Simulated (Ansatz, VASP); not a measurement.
**Sb: VASP beside Ansatz**

```
Sb
1.0
     0.00000    2.37124    2.25268
     2.37124    0.00000    2.25268
     2.37124    2.37124    0.00000
Sb
1
Direct
  0.00000 0.00000 0.00000
```

Change from the starting cell: strain +0.000 along x and y, -0.050 along z, atoms carried along.

Alike in both runs: task single point; functional LDA; k mesh 18 × 18 × 18; occupations gaussian, width 0.15 eV; no spin polarisation.

|  | VASP | Ansatz |
| --- | --- | --- |
| version | VASP 6.6.1 | Ansatz 0.2.0 |
| potentials or method | VASP PAW LDA potentials, release 64 (Sb) | scalar-relativistic, plane waves, PAW |
| plane-wave cutoff (eV) | 520 | 420 |
| valence electrons in the cell | 5 | 15 |

Ansatz gave:

- gap on the k mesh at the Fermi level (eV): none
- pressure (GPa): 1.1
- largest component of the traceless stress (GPa): 0.95

Question: What did VASP give for the same quantities?

Answer: gap on the k mesh at the Fermi level (eV): none; pressure (GPa): 1.3; largest component of the traceless stress (GPa): 0.95.

A gap of «none» marks a metal or a gap that the smearing closes. The two sets of potentials don't hold the same shells in valence.

Spin-orbit coupling is left out, which matters for the levels of Sb.
